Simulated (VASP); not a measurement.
CaSe (strained rocksalt): a PBE single-point calculation in VASP

INCAR

```
EDIFF = 1E-7
PREC = Accurate
SIGMA = 0.02
IBRION = -1
ISIF = 2
LASPH = .TRUE.
NBANDS = 15
ISMEAR = -1
LELF = .TRUE.
ENCUT = 520
NSW = 0
LWAVE = .FALSE.
LREAL = .FALSE.
NELM = 120
GGA = PE
LCHARG = .TRUE.
```

KPOINTS

```
KPOINTS created by Atomic Simulation Environment
0
Gamma
8 8 8
0 0 0
```

KPOINTS_OPT

```
special points
7
Reciprocal
0.0000000000 0.0000000000 0.0000000000 1
0.5000000000 0.0000000000 0.5000000000 1
0.6250000000 0.2500000000 0.6250000000 1
0.3750000000 0.3750000000 0.7500000000 1
0.5000000000 0.5000000000 0.5000000000 1
0.5000000000 0.2500000000 0.7500000000 1
0.5000000000 0.5000000000 0.0000000000 1
```

POSCAR

```
Ca Se
 1.0000000000000000
     0.0166181967000000    2.9675351259000000    2.9675351259000000
     2.9675351259000000    0.0166181967000000    2.9675351259000000
     2.9841533226000001    2.9841533226000001    0.0000000000000000
 Ca  Se
   1   1
Cartesian
  0.0000000000000000  0.0000000000000000  0.0000000000000000
  2.9841533226000001  2.9841533226000001  2.9675351259000000
```

VASP ran with the recommended PBE PAW datasets (16 valence electrons in the cell).

Command

```
mpirun -np 1 vasp_std
```

OSZICAR

```
N       E                     dE             d eps       ncg     rms          rms(c)
DAV:   1     0.106501082859E+03    0.10650E+03   -0.75117E+03  2850   0.988E+02
DAV:   2    -0.514108801455E+01   -0.11164E+03   -0.10638E+03  3543   0.242E+02
DAV:   3    -0.941287871532E+01   -0.42718E+01   -0.42354E+01  3948   0.455E+01
DAV:   4    -0.962469738583E+01   -0.21182E+00   -0.21170E+00  3943   0.835E+00
DAV:   5    -0.962614662661E+01   -0.14492E-02   -0.14492E-02  3866   0.748E-01    0.425E+00
DAV:   6    -0.948659242548E+01    0.13955E+00   -0.18643E-01  3382   0.228E+00    0.253E+00
DAV:   7    -0.947929525056E+01    0.72972E-02   -0.98048E-02  3705   0.198E+00    0.815E-01
DAV:   8    -0.948324938094E+01   -0.39541E-02   -0.11914E-02  2955   0.829E-01    0.118E-01
DAV:   9    -0.948334367917E+01   -0.94298E-04   -0.64213E-04  3845   0.254E-01    0.473E-02
DAV:  10    -0.948346166282E+01   -0.11798E-03   -0.15988E-04  3144   0.787E-02    0.155E-02
DAV:  11    -0.948348045450E+01   -0.18792E-04   -0.43158E-05  3501   0.572E-02    0.102E-02
DAV:  12    -0.948347936820E+01    0.10863E-05   -0.23659E-06  3465   0.117E-02    0.433E-03
DAV:  13    -0.948347900215E+01    0.36605E-06   -0.76934E-07  3697   0.567E-03    0.138E-03
DAV:  14    -0.948347903626E+01   -0.34110E-07   -0.17096E-08  1754   0.823E-04
   1 F= -.94834790E+01 E0= -.94834790E+01  d E =-.135825E-12
       N       E                     dE             ncg
DAV:   1     0.151821934995E+04   -0.37723E+04      210
DAV:   2     0.761424321973E+03   -0.75680E+03      266
DAV:   3     0.734324602814E+03   -0.27100E+02      273
DAV:   4     0.733016382233E+03   -0.13082E+01      308
DAV:   5     0.733009984552E+03   -0.63977E-02      273
DAV:   6     0.733009856781E+03   -0.12777E-03      322
DAV:   7     0.733009855889E+03   -0.89262E-06      280
DAV:   8     0.733009855865E+03   -0.23793E-07      233
```

From OUTCAR

```
k-points           NKPTS =     95   k-points in BZ     NKDIM =     95   number of bands    NBANDS=     15

   NELECT =      16.0000    total number of electrons

   dimension x,y,z NGX =    32 NGY =   32 NGZ =   32
   dimension x,y,z NGXF=    64 NGYF=   64 NGZF=   64

  energy-cutoff  :      520.00
  volume of cell :       52.26
      direct lattice vectors                 reciprocal lattice vectors
     0.016618197  2.967535126  2.967535126    -0.169438860  0.169438860  0.168490002
     2.967535126  0.016618197  2.967535126     0.169438860 -0.169438860  0.168490002
     2.984153323  2.984153323  0.000000000     0.167551713  0.167551713 -0.168490002

 k-points in reciprocal lattice and weights: KPOINTS created by Atomic Simulation Env
   0.00000000  0.00000000  0.00000000       0.002
   0.12500000  0.00000000  0.00000000       0.008
   0.25000000  0.00000000  0.00000000       0.008
   0.37500000  0.00000000  0.00000000       0.008
   0.50000000  0.00000000  0.00000000       0.004
   0.12500000  0.12500000  0.00000000       0.004
   0.25000000  0.12500000  0.00000000       0.008
   0.37500000  0.12500000  0.00000000       0.008
   ...

 E-fermi :   2.8818

 k-point     1 :       0.0000    0.0000    0.0000
  band No.  band energies     occupation
      1     -37.4022      2.00000
      2     -18.3955      2.00000
      3     -18.3943      2.00000
      4     -18.3931      2.00000
      5      -9.3864      2.00000
      6       2.3470      2.00000
      7       2.3776      2.00000
      8       2.4097      2.00000
      9       5.6610      0.00000
     10       6.0474      0.00000
     11       6.0913      0.00000
     12       6.1272      0.00000
     13       6.6468      0.00000
     14       6.6469      0.00000
     15      12.0785      0.00000

 k-point     2 :       0.1250    0.0000    0.0000
  band No.  band energies     occupation
      1     -37.4012      2.00000
      2     -18.4116      2.00000
      3     -18.3959      2.00000
      4     -18.3942      2.00000
      5      -9.2951      2.00000
      6       1.6367      2.00000
      7       2.1104      2.00000
      8       2.1509      2.00000
      9       5.9604      0.00000
     10       6.2597      0.00000
     11       6.3091      0.00000
     12       6.6880      0.00000
     13       7.0460      0.00000
     14       7.0518      0.00000
     15      12.2389      0.00000

 k-point     3 :       0.2500    0.0000    0.0000
  band No.  band energies     occupation
      1     -37.3989      2.00000
      2     -18.4508      2.00000
      3     -18.3988      2.00000
      4     -18.3968      2.00000
      5      -9.0636      2.00000
      6       0.4095      2.00000
      7       1.6546      2.00000
      8       1.6938      2.00000
      9       6.0827      0.00000
     10       6.7773      0.00000
     11       6.8193      0.00000
     12       8.0250      0.00000
     13       8.0270      0.00000
     14       8.0882      0.00000
     15      11.7524      0.00000

 k-point     4 :       0.3750    0.0000    0.0000
  band No.  band energies     occupation
      1     -37.3966      2.00000
      2     -18.4893      2.00000
      3     -18.4017      2.00000
      4     -18.3994      2.00000
      5      -8.8127      2.00000
      6      -0.5174      2.00000
      7       1.2935      2.00000
      8       1.3321      2.00000
      9       6.4510      0.00000
     10       7.4533      0.00000
     11       7.4929      0.00000
     12       8.3362      0.00000
     13       9.1115      0.00000
     14       9.1148      0.00000
     15      11.3112      0.00000

 k-point     5 :       0.5000    0.0000    0.0000
  band No.  band energies     occupation
      1     -37.3956      2.00000
      2     -18.5051      2.00000
      3     -18.4029      2.00000
      4     -18.4004      2.00000
      5      -8.7017      2.00000
      6      -0.8606      2.00000
      7       1.1617      2.00000
      8       1.2002      2.00000
      9       6.8597      0.00000
     10       7.8186      0.00000
     11       7.8500      0.00000
     12       7.9078      0.00000
     13       9.8398      0.00000
     14       9.8585      0.00000
     15      10.3605      0.00000

 k-point     6 :       0.1250    0.1250    0.0000
  band No.  band energies     occupation
      1     -37.4009      2.00000
      2     -18.4093      2.00000
      3     -18.4000      2.00000
      4     -18.3978      2.00000
      5      -9.2714      2.00000
      6       1.3983      2.00000
      7       2.1158      2.00000
      8       2.1848      2.00000
      9       5.7512      0.00000
     10       6.2333      0.00000
     11       6.5920      0.00000
     12       6.6608      0.00000
     13       6.7463      0.00000
     14       7.8170      0.00000
     15      12.4038      0.00000

 k-point     7 :       0.2500    0.1250    0.0000
  band No.  band energies     occupation
      1     -37.3991      2.00000
      2     -18.4376      2.00000
      3     -18.4022      2.00000
      4     -18.4019      2.00000
      5      -9.1019      2.00000
      6       0.5870      2.00000
      7       1.7518      2.00000
      8       1.7985      2.00000
      9       5.7085      0.00000
     10       6.7342      0.00000
     11       6.9569      0.00000
     12       7.3743      0.00000
     13       7.3892      0.00000
     14       9.0278      0.00000
     15      11.9813      0.00000

 k-point     8 :       0.3750    0.1250    0.0000
  band No.  band energies     occupation
      1     -37.3968      2.00000
      2     -18.4739      2.00000
      3     -18.4060      2.00000
      4     -18.4048      2.00000
      5      -8.8730      2.00000
      6      -0.2118      2.00000
      7       1.2628      2.00000
      8       1.4247      2.00000
      9       6.0370      0.00000
     10       7.4281      0.00000
     11       7.5584      0.00000
     12       8.1883      0.00000
     13       8.2299      0.00000
     14       9.6286      0.00000
     15      10.9195      0.00000

 k-point     9 :       0.5000    0.1250    0.0000
  band No.  band energies     occupation
      1     -37.3953      2.00000
      2     -18.4960      2.00000
      3     -18.4110      2.00000
      4     -18.4041      2.00000
      5      -8.7197      2.00000
      6      -0.6673      2.00000
      7       1.0305      2.00000
      8       1.1948      2.00000
      9       6.6591      0.00000
     10       7.7853      0.00000
     11       7.9151      0.00000
     12       8.0733      0.00000
     13       9.0538      0.00000
     14       9.6848      0.00000
     15      10.4941      0.00000

 k-point    10 :      -0.3750    0.1250    0.0000
  band No.  band energies     occupation
      1     -37.3956      2.00000
      2     -18.4919      2.00000
      3     -18.4134      2.00000
      4     -18.4005      2.00000
      5      -8.7477      2.00000
      6      -0.5847      2.00000
      7       1.0927      2.00000
      8       1.1903      2.00000
      9       6.7532      0.00000
     10       7.4959      0.00000
     11       7.8342      0.00000
     12       8.2119      0.00000
     13       8.6375      0.00000
     14       9.8283      0.00000
     15      11.0301      0.00000

 k-point    11 :      -0.2500    0.1250    0.0000
  band No.  band energies     occupation
      1     -37.3975      2.00000
      2     -18.4648      2.00000
      3     -18.4110      2.00000
      4     -18.3961      2.00000
      5      -8.9369      2.00000
      6       0.0129      2.00000
      7       1.4134      2.00000
      8       1.4202      2.00000
      9       6.3891      0.00000
     10       6.8511      0.00000
     11       7.4575      0.00000
     12       7.5117      0.00000
     13       8.6778      0.00000
     14       9.0878      0.00000
     15      11.7221      0.00000

 k-point    12 :      -0.1250    0.1250    0.0000
  band No.  band energies     occupation
      1     -37.3998      2.00000
      2     -18.4316      2.00000
      3     -18.4037      2.00000
      4     -18.3934      2.00000
      5      -9.1617      2.00000
      6       0.8962      2.00000
      7       1.7863      2.00000
      8       1.8905      2.00000
      9       6.2870      0.00000
     10       6.3784      0.00000
     11       6.5131      0.00000
     12       6.8632      0.00000
     13       7.9300      0.00000
     14       8.0201      0.00000
     15      12.1943      0.00000

 k-point    13 :       0.2500    0.2500    0.0000
  band No.  band energies     occupation
      1     -37.3979      2.00000
      2     -18.4405      2.00000
      3     -18.4110      2.00000
      4     -18.4091      2.00000
      5      -9.0326      2.00000
      6       0.2885      2.00000
      7       1.7348      2.00000
      8       1.8136      2.00000
      9       5.1140      0.00000
     10       6.8168      0.00000
     11       7.0006      0.00000
     12       7.6636      0.00000
     13       7.7044      0.00000
     14      10.2964      0.00000
     15      11.0724      0.00000

 ...

  Total        0.2416845      0.2416845      0.2402349     -0.0982915      0.0000000      0.0000000
  in kB        7.4089289      7.4089289      7.3644905     -3.0131634      0.0000000      0.0000000
  external PRESSURE =       7.3941161 kB  Pullay stress =       0.0000000 kB

 POSITION                                       TOTAL-FORCE (eV/Angst)
 -----------------------------------------------------------------------------------
      0.00000      0.00000      0.00000         0.000000      0.000000      0.000000
      2.98415      2.98415      2.96754        -0.000000     -0.000000      0.000000
 -----------------------------------------------------------------------------------
    total drift:                                0.000000     -0.000000     -0.000000

  FREE ENERGIE OF THE ION-ELECTRON SYSTEM (eV)
  ---------------------------------------------------
  free  energy   TOTEN  =        -9.4834790363 eV

  energy  without entropy=       -9.4834790363  energy(sigma->0) =       -9.48347904
```

```json
{"gap between bands v and c": "2.01 eV", "least direct gap": "2.93 eV", "pressure": "0.7 GPa"}
```

Band v is the last that the valence electrons fill when counted band by band, and c is the next.

The run took about 24 s on one core of a shared host (Intel Xeon 6975P-C) and held 0.25 GiB at most.
